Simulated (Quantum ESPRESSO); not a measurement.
A calculation with Quantum ESPRESSO 7.5 of MgTe (native input, structure typed inline):

pw.in

```
&CONTROL
  calculation = 'scf'
  prefix = 'pwscf'
  outdir = './tmp'
  pseudo_dir = './pseudo'
  tprnfor = .true.
  tstress = .true.
  disk_io = 'nowf'
/
&SYSTEM
  ibrav = 0
  nat = 2
  ntyp = 2
  ecutwfc = 55
  ecutrho = 440
  nbnd = 9
  occupations = 'smearing'
  smearing = 'fd'
  degauss = 0.00367493
/
&ELECTRONS
  conv_thr = 4d-10
  electron_maxstep = 120
  mixing_beta = 0.5
/
ATOMIC_SPECIES
Te   127.6000 Te_pbe_v1.uspp.F.UPF
Mg    24.3050 Mg.pbe-n-kjpaw_psl.0.3.0.UPF
CELL_PARAMETERS angstrom
   0.0000000000    3.2319988239    3.2319988239
   3.2319988239    0.0000000000    3.2319988239
   3.2319988239    3.2319988239    0.0000000000
ATOMIC_POSITIONS crystal
Te     0.2500000000    0.2500000000    0.2500000000
Mg     0.0000000000    0.0000000000    0.0000000000
K_POINTS automatic
7 7 7 0 0 0
```

Potentials or basis: SSSP 1.3 efficiency PBE.

Command:

```bash
$ OMP_NUM_THREADS=1 pw.x -in pw.in > pw.out
```

The cell comes from a database or a generator and needn't be the stable form of this composition.

Task: Write the same calculation in another form: ASE script, structure typed inline.

Result: As run:

run.py

```python
import numpy as np
from ase.calculators.espresso import Espresso, EspressoProfile
from ase import Atoms

atoms = Atoms(['Te', 'Mg'],
              cell=[[0.0, 3.2319988239, 3.2319988239], [3.2319988239, 0.0, 3.2319988239], [3.2319988239, 3.2319988239, 0.0]],
              scaled_positions=[[0.25, 0.25, 0.25], [0.0, 0.0, 0.0]],
              pbc=True)

input_data = {
    'control': {'calculation': 'scf', 'prefix': 'pwscf', 'outdir': './tmp', 'tprnfor': True, 'tstress': True, 'disk_io': 'nowf'},
    'system': {'ecutwfc': 55.0, 'ecutrho': 440.0, 'nbnd': 9, 'occupations': 'smearing', 'smearing': 'fd', 'degauss': 0.00367493},
    'electrons': {'conv_thr': 4e-10, 'electron_maxstep': 120, 'mixing_beta': 0.5},
}
pseudopotentials = {'Mg': 'Mg.pbe-n-kjpaw_psl.0.3.0.UPF', 'Te': 'Te_pbe_v1.uspp.F.UPF'}
profile = EspressoProfile(command='pw.x', pseudo_dir='pseudo')
atoms.calc = Espresso(profile=profile, input_data=input_data, pseudopotentials=pseudopotentials, kpts=(7, 7, 7), koffset=(0, 0, 0))

print(f'energy {atoms.get_potential_energy():.8f} eV')
print('forces (eV/A)')
print(np.round(atoms.get_forces(), 6))
print('stress (eV/A^3, Voigt)')
print(np.round(atoms.get_stress(), 8))
print(f'Fermi level {atoms.calc.get_fermi_level():.4f} eV')
```

Potentials or basis: SSSP 1.3 efficiency PBE.

Launch:

```bash
$ OMP_NUM_THREADS=1 python run.py
```

Both were run:

|  | native input, structure typed inline | ASE script, structure typed inline |
| --- | --- | --- |
| Pressure | 0.7 GPa | 0.7 GPa |
| Band gap on the k mesh | 2.42 eV, direct | 2.42 eV, direct |

Keys that steer only the numerical path or the files written may differ.

Caveat: spin-orbit coupling is left out, which moves the levels of the heavy elements.
